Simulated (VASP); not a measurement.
# CdS: single point with PBE0(alpha)

CdS:

```xyz
2
Lattice="0.0000 2.7532 2.7532 2.7532 0.0000 2.7532 2.7532 2.7532 0.0000" Properties=species:S:1:pos:R:3 pbc="T T T"
Cd    0.0000    0.0000    0.0000
S     2.7532    2.7532    2.7532
```

Measurements of this composition are mostly on another form, of space group No. 186.

- Program: VASP 6.6.1
- Task: single point
- Functional: PBE0(alpha)
- Potentials or basis: VASP PAW PBE potentials, release 64 (Cd, S)
- Cutoff: 520 eV
- k mesh: 4 × 4 × 4
- Occupations: fermi-dirac, width 0.05 eV
- Spin: no spin polarisation

```
Pressure               : -3.4 GPa
Band gap on the k mesh : 3.78 eV, indirect (least direct gap 5.15 eV)
```

Levels at points of the mesh, in eV from the valence-band top:
| k point | band 7 | band 8 | band 9 | band 10 | band 11 | band 12 |
| --- | --- | --- | --- | --- | --- | --- |
| (0.00, 0.00, 0.00) | -0.69 | -0.69 | -0.69 | 4.45 | 13.04 | 13.04 |
| (0.50, 0.00, 0.00) | -5.55 | 0.00 | 0.00 | 6.93 | 9.70 | 9.70 |
| (0.50, 0.50, 0.00) | -4.82 | -2.33 | -2.33 | 3.78 | 9.38 | 14.18 |

Wall time 110 s on 1 thread of Intel(R) Xeon(R) Platinum 8559C (Emerald Rapids), on a shared host, peak memory 0.16 GiB.

Caveat: the k mesh is coarse (spacing up to 0.49 Å⁻¹), so the values aren't converged, least of all with exact exchange; the PAW data sets were made with another functional, which shifts forces and pressure a little. A k mesh can miss the band edges.
